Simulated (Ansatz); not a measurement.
# Ag: the cost of one run

Computed with Ansatz 0.2.0 (DFT r2SCAN, scalar-relativistic, plane waves, PAW, unless a step's input says otherwise).

2 further runs of the same task are left out: 2 set aside as unsound or not needed.

## 1. The structure to begin with

It takes space group Im-3m (No. 229, cubic). The conventional cell has a = 3.269 Å, b = 3.269 Å, c = 3.269 Å, α = 90.00°, β = 90.00°, γ = 90.00°. Ag (site symmetry m-3m) has 8 Ag at 2.83 Å in its first shell of neighbours.

Coordinates:

```
Ag
1.0
     0.00000   -3.26854    0.00000
    -3.26854    0.00000    0.00000
     0.00000    0.00000   -3.26854
Ag
2
Direct
  0.50000 0.50000 0.50000
  0.00000 0.00000 0.00000
```

It goes back to an entry of the Materials Project, which need not be the stable form.

It is built from the cell relaxed beforehand with the same method (17.46 Å³/atom).

## 2. The reference cell

The cell is repeated 2 times, 2 atoms in all. Reference values: F = -15207.8213 eV; pressure -0.22 GPa; largest force 0.000 eV/Å; gap on the mesh none (metal). It was computed beforehand with the settings of the runs below.

## 3. Breaking the symmetry

All atoms moved at random, sigma 0.4 Å a component. Displacements in the unstrained cell, with the mean shift removed:

| atom | ux (Å) | uy (Å) | uz (Å) |
| --- | --- | --- | --- |
| Ag1 | -0.650 | 0.267 | 0.085 |
| Ag2 | 0.650 | -0.267 | -0.085 |

## 4. The disturbed cell, one point

Input file input.yaml:

```yaml
crystal:
  lattice:
    - [0.0, -3.2685352951, 0.0]
    - [-3.2685352951, 0.0, 0.0]
    - [0.0, 0.0, -3.2685352951]
  atoms:
    - { symbol: Ag, position: [0.4184035939, 0.6988699162, 0.4739435885] }
    - { symbol: Ag, position: [0.0815964061, -0.1988699162, 0.0260564115] }
basis:
  ecutwfc: 500
kpoints:
  mp_grid: { grid: [10, 10, 10] }
hamiltonian:
  xc: r2scan
scf:
  occupations: { method: gaussian, width: 0.15 }
output:
  forces: true
  stress: true
  eigenvalues: true
```

On the command line:

```
> ansatz run input.yaml --threads 2 --pin off --max-ram 5120MiB --backend cpu --events-out ev --progress --plain --runs-dir out
```

**Question.** How long does this run take on 2 threads of Arm Neoverse V1, shared host, and how much memory does it need?

About 21 s, with a peak of 0.66 GiB.
